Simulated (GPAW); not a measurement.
Crystal: ZrS2.

```
Zr S
1.0
     3.69138    0.00000    0.00000
    -1.84569    3.19683    0.00000
     0.00000    0.00000    6.04108
Zr S
1 2
Direct
  0.00000 0.00000 0.00000
  0.33333 0.66667 0.23791
  0.66667 0.33333 0.76209
```

The cell is a database's computed one.

- Program: GPAW 26.7.0
- Task: relaxation of cell and atoms
- Functional: PBE
- Potentials or basis: GPAW PAW data sets (gpaw-data 1.2.1)
- Cutoff: 600 eV
- Basis: pw
- k mesh: 8 × 8 × 5
- Occupations: fermi-dirac, width 0.05 eV
- Spin: no spin polarisation

At the start: pressure 0.2 GPa; volume 23.76 Å³/atom.

**Question.** How do energy, volume and symmetry change on relaxing?

**Answer.** Over 11 steps the energy falls by 5.1 meV/atom and the volume is 25.57 Å³/atom (+7.6 %); space group P-3m1 (No. 164, to 0.05 Å).

The path:
```csv
step,energy change (eV),largest force (eV/Å),pressure (GPa),volume (Å³)
1,0.0000,0.0159,0.18,71.29
2,-0.0003,0.0063,0.14,71.32
3,-0.0027,0.1076,-0.23,71.65
4,-0.0031,0.1103,-0.18,71.69
5,-0.0048,0.0728,0.28,71.81
6,-0.0053,0.0452,0.45,71.87
7,-0.0062,0.0031,0.68,72.11
8,-0.0078,0.0516,0.83,72.68
9,-0.0108,0.0894,0.80,73.94
10,-0.0137,0.0741,0.47,75.56
11,-0.0152,0.0235,0.11,76.72
```

Final structure:
```cif
data_structure
_symmetry_space_group_name_H-M 'P 1'
_symmetry_Int_Tables_number 1
_cell_length_a 3.6811
_cell_length_b 3.6811
_cell_length_c 6.5379
_cell_angle_alpha 90.000
_cell_angle_beta 90.000
_cell_angle_gamma 120.000
_cell_volume 76.72
loop_
_atom_site_label
_atom_site_type_symbol
_atom_site_fract_x
_atom_site_fract_y
_atom_site_fract_z
_atom_site_occupancy
Zr1 Zr 0.00000 0.00000 0.00000 1
S1 S 0.33333 0.66667 0.22102 1
S2 S 0.66667 0.33333 0.77898 1
```

Caveat: later steps reuse the first step's grids; this functional lacks dispersion, which binds the layers, so the pressure and a relaxed spacing across them are unreliable.
